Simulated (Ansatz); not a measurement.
# An elastic constant from a strain scan in Ta

Level of theory: DFT PBE, scalar-relativistic, plane waves, PAW (Ansatz). Settings: plane waves to 420 eV, k-mesh 24×24×24 (Γ-centred), Gaussian smearing 0.15 eV. Spin–orbit coupling is left out, which can shift energies with elements as heavy as these. No spin polarisation. Energies are free energies at this smearing, counted from the undisturbed cell; pressure is positive in compression.

The starting cell (relaxed at this level; this fcc form isn't the usual structure):

```yaml
crystal:
  lattice:
    - [0.00000, 2.11151, 2.11151]
    - [2.11151, 0.00000, 2.11151]
    - [2.11151, 2.11151, 0.00000]
  atoms:
    - { symbol: Ta, position: [0.00000, 0.00000, 0.00000] }
```

The cell is strained by ε times the Voigt pattern (0, 1, 0, 0, 0, 0) (xx, yy, zz, yz, xz, xy; engineering shear) with fractional coordinates fixed. The cell holds 1 atom in V0 = 18.83 Å³. The stress column is τ = (1/V0) dE/dε, got from the stress tensor σ (compression positive) at each point as −det(1 + εP) σ : P(1 + εP)⁻¹, with P the pattern as a tensor.

| ε | ΔE (meV/atom) | τ (GPa) |
| --- | --- | --- |
| -0.0600 | 18.172 | -4.492 |
| -0.0450 | 11.109 | -3.577 |
| -0.0300 | 5.491 | -2.774 |
| -0.0150 | 1.536 | -1.632 |
| 0.0000 | 0.000 | -0.049 |
| 0.0150 | 1.513 | 1.790 |
| 0.0300 | 6.332 | 3.672 |
| 0.0450 | 14.414 | 5.487 |
| 0.0525 | 19.645 | 6.386 |
| 0.0600 | ? | ? |

**Question.** Which combination of elastic constants does this scan measure, and how large is it?

**Answer.** For small ε, τ = τ0 + Kε with K = pᵀCp, which for this pattern is C11 in the cubic axes. The parabola through τ at ε = -0.0150, 0 and 0.0150 has slope K = 114 GPa at zero. The energies per cell, E = NΔE, of the same two points give K = 2[E(ε₊)/ε₊ − E(ε₋)/ε₋]/[(ε₊ − ε₋)V0] = 115 GPa, in agreement.

**Question.** Predict the withheld row at ε = 0.0600 from the harmonic law, and compare.

**Answer.** ΔE = V0(τ0 ε + Kε²/2)/N = 23.785 meV/atom and τ = 6.80 GPa. The calculation gives 25.671 meV/atom and 7.29 GPa: the energy lies 8 % above the harmonic value.

In a metal these slopes depend on the k mesh and the smearing.

Cost: 10 runs of about 1.4 core-minutes in all, on Intel Xeon Platinum 8488C (Sapphire Rapids) (shared hosts).